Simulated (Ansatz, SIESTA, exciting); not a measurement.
**One calculation of AlN, 4 ways**

```
Al N
1.0
     0.00000    2.18399    2.18399
     2.18399    0.00000    2.18399
     2.18399    2.18399    0.00000
Al N
1 1
Direct
  0.00000 0.00000 0.00000
  0.25000 0.25000 0.25000
```

Measurements of this composition are mostly on another form, of space group No. 186.

Alike in all runs: task band structure; functional RPBE; k mesh 10 × 10 × 10; occupations fermi-dirac, width 0.05 eV; no spin polarisation; no spin-orbit coupling. Pressure is positive in compression and, in plane waves, holds the error of the finite cutoff, which Ansatz's Pulay term estimates and takes out. Gaps are the smaller of the mesh's and the band path's.

```
                                                                               program and potentials  plane-wave cutoff (eV)                                                                                   notes  band gap (eV)  pressure (GPa)
                                                                                   Ansatz, Ansatz PAW                     420  potentials made for PBE, which Ansatz adapts in part; Pulay term of +0.44 GPa included           3.37            8.55
                      exciting, all-electron LAPW+lo, shipped species files, valence relativity iora*                       -                                                                                       -           3.37               -
                                                       Ansatz, all-electron LAPW, scalar-relativistic                       -                                                                                       -           3.36            8.39
SIESTA, files PseudoDojo sr-pbe-0.4.1-standard, DZP (energy shift 0.002 Ry; radii capped at 9.5 bohr)                       -                                                   atomic basis; potentials made for PBE           3.29            7.13
```

The band gap spans 3.29 (SIESTA, files PseudoDojo sr-pbe-0.4.1-standard, DZP (energy shift 0.002 Ry; radii capped at 9.5 bohr)) to 3.37 eV (exciting, all-electron LAPW+lo, shipped species files, valence relativity iora*), with all-electron results at 3.36 to 3.37. The pressure spans 7.13 (SIESTA, files PseudoDojo sr-pbe-0.4.1-standard, DZP (energy shift 0.002 Ry; radii capped at 9.5 bohr)) to 8.55 GPa (Ansatz, Ansatz PAW), with all-electron results at 8.39. Some sets were made for another functional than the one run, which can shift their rows. The paths' points differ, which is worth about 0.01 eV. Rows in atomic bases carry the error of their basis and grid, which can be large.

The functional is the same throughout but for its coding, so the spread measures potentials, basis and numerics; runs on potential files found faulty are left out.
